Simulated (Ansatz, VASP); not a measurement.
**Two plane-wave programs on Mo**

```
Mo
1.0
    -1.58849    1.58849    1.58849
     1.58849   -1.58849    1.58849
     1.58849    1.58849   -1.58849
Mo
1
Direct
  0.00000 0.00000 0.00000
```

Alike in both runs: functional RPBE; k mesh 14 × 14 × 14; occupations fermi-dirac, width 0.1 eV; no spin polarisation.

Ansatz relaxed the structure, and its values are those at the end. VASP's run is a single point on that final structure, the one shown.

```csv
,VASP,Ansatz
version,VASP 6.6.1,Ansatz 0.2.0
potentials or method,"VASP PAW PBE potentials, release 64 (Mo_sv)","plane waves (420 eV) with PAW, scalar-relativistic"
plane-wave cutoff (eV),520,420
valence electrons in the cell,14,14
```

VASP gave:

```
pressure (GPa) : 0.5
```

Estimate Ansatz's values.

pressure (GPa): 0.0.

The functional is the same, so the differences come from potentials, cutoffs and numerics.

Caveats: the PAW data sets were made with another functional, which shifts forces and pressure a little (VASP).
